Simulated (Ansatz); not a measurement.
# Phonon spectrum of Al₃GaN₄

Computed with DFT PBEsol, scalar-relativistic, plane waves, PAW in Ansatz. Plane waves to 420 eV; Γ-centred k mesh 6×6×6; fixed occupations. No spin polarisation. Phonons by linear response, acoustic sum rule imposed.

Relaxed structure:
```
CELL_PARAMETERS angstrom
4.40718 0.00000 0.00000
0.00000 4.40718 0.00000
0.00000 0.00000 4.40718
ATOMIC_POSITIONS crystal
Al 0.50000 0.50000 0.00000
Al 0.50000 0.00000 0.50000
Al 0.00000 0.50000 0.50000
Ga 0.00000 0.00000 0.00000
N 0.74471 0.74471 0.25529
N 0.74471 0.25529 0.74471
N 0.25529 0.74471 0.74471
N 0.25529 0.25529 0.25529
```

The q mesh is coarse, so values between its points are rough.

Force constants from linear response on a 2×2×2 q mesh.

Path: Γ–X–M–Γ–R–X | R–M. Distance along the path (Å⁻¹), then the branches (cm⁻¹, negative for imaginary; the LO field is included):
```
0.000  0 0 0 242 242 243 327 327 327 518 518 522 608 608 629 656 656 656 658 658 684 701 701 846
0.178  60 60 78 244 244 248 329 329 332 506 513 513 607 607 626 655 656 656 659 659 685 702 714 844
0.356  114 114 151 247 247 263 337 337 343 465 498 498 606 606 626 653 655 655 660 660 684 704 741 835
0.535  157 157 204 241 241 294 351 351 354 408 478 478 605 605 630 650 655 655 662 662 682 706 768 823
0.713  176 176 221 235 235 346 347 358 360 360 467 467 605 605 632 649 655 655 663 663 681 707 783 813
0.891  175 182 205 246 248 323 343 353 362 383 464 464 602 604 637 651 653 654 661 663 685 710 780 805
1.069  171 183 201 251 273 287 341 360 368 394 457 457 596 600 646 649 650 655 662 665 694 716 769 787
1.248  171 174 214 239 247 314 341 363 382 393 446 450 590 592 642 651 652 658 666 666 708 727 752 764
1.426  173 173 219 230 231 340 340 351 392 392 439 447 588 588 640 649 655 663 667 667 720 739 739 746
1.678  149 191 207 240 265 303 339 344 390 399 449 455 591 595 644 650 652 654 665 667 702 734 739 781
1.930  106 163 202 245 266 283 310 335 378 436 472 480 595 604 638 651 652 657 662 663 692 724 733 818
2.182  56 89 124 244 248 254 325 330 342 494 506 507 600 606 631 655 655 656 659 659 687 709 716 840
2.434  0 0 0 242 242 243 327 327 327 518 518 522 608 608 629 656 656 656 658 658 684 701 701 846
2.588  41 41 84 243 243 249 325 331 331 510 510 518 605 605 631 656 656 656 658 658 686 706 706 844
2.897  111 111 209 242 242 299 305 354 354 460 460 496 598 598 635 653 656 656 662 662 694 722 722 822
3.205  153 153 209 227 227 266 309 309 407 454 454 508 596 596 623 648 652 652 660 660 699 721 721 778
3.514  158 158 165 217 217 226 231 231 474 478 478 560 599 599 603 643 644 644 652 652 696 713 713 723
3.794  157 158 162 217 218 223 224 229 477 478 480 564 598 600 602 643 644 644 651 652 696 711 714 718
4.046  165 171 184 224 240 250 256 299 444 445 467 519 594 600 616 645 650 651 655 660 696 712 740 751
4.298  172 186 194 231 266 293 304 370 380 398 451 486 597 603 632 650 650 657 660 662 691 712 768 784
4.551  175 179 212 234 248 339 339 348 367 376 462 469 603 605 634 650 653 655 662 663 683 708 782 809
4.676  156 156 156 214 214 220 220 220 481 481 481 573 600 600 600 642 642 642 651 651 694 711 711 711
4.855  159 159 166 217 221 231 232 232 474 474 476 556 596 596 607 642 646 646 651 655 698 717 717 719
5.033  166 166 188 222 226 266 266 272 453 453 463 518 591 591 623 641 650 653 653 662 706 728 728 733
5.211  171 171 210 228 230 310 310 321 419 419 449 472 589 589 640 642 650 662 662 666 716 736 736 743
5.389  173 173 219 230 231 340 340 351 392 392 439 447 588 588 640 649 655 663 667 667 720 739 739 746
```

Whether Al3GaN4 exists in this form wasn't checked.

Cost: 1 run of about 14 core-minutes, on Intel Xeon Platinum 8175M (Skylake/Cascade Lake) (shared hosts).